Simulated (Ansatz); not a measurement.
Question: GeTe in space group R3m (No. 160; Ge on 3a, Te on 3a) is relaxed with the program Ansatz at the PBEsol level (PAW). What lattice parameters of the conventional cell result?

Answer: a = 4.162 Å, c = 10.492 Å.

Question: Give the free coordinates with the occupied sites.

Answer: In one choice of origin and axes:

```
atom  site  symmetry       x       y       z
----  ----  --------  ------  ------  ------
Ge      3a        3m  0.0000  0.0000  0.7624
Te      3a        3m  0.0000  0.0000  0.2376
```

Question: Is it a metal or does it have a gap at this level?

Answer: A gap of 0.40 eV, indirect.

The PBEsol relaxation kept the symmetry of its start. Scalar-relativistic: spin–orbit coupling is off unless named, which matters more the heavier the elements.

Potentials: the later of the program's two PAW sets.
